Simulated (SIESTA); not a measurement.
Cu:

```
CELL_PARAMETERS angstrom
-1.41080 1.44162 1.36674
1.39194 -1.45455 1.36053
1.46098 1.50473 -1.38030
ATOMIC_POSITIONS crystal
Cu 0.01879 0.00286 0.01439
```

The cell isn't the ideal one: cell strained at random at fixed volume.

Base run:

```yaml
Program: SIESTA 5.4.2
Functional: PBEsol
Potentials_or_basis: PseudoDojo 0.4 standard (PBEsol files)
Basis: DZP (energy shift 0.003 Ry; two zetas on semicore shells)
Grid_cutoff: 800 Ry
Energy_shift: 0.003 Ry
k_mesh: 13 × 13 × 13
Occupations: fermi-dirac, width 0.05 eV
Spin: no spin polarisation
```

Its results: band gap on the k mesh none (metal or under the smearing width); pressure -1.9 GPa.

Question: The run is repeated on the same cell with these changes: functional from PBEsol to PBE; potentials or basis from PseudoDojo 0.4 standard (PBEsol files) to PseudoDojo 0.4 standard (PBE files). What comes out?

Answer: Band gap on the k mesh none (metal or under the smearing width); pressure 7.1 GPa.

Caveats: short orbitals over semicore shells can move pressures by several GPa; the basis of atomic orbitals isn't converged, which shifts pressures, moduli and gaps.
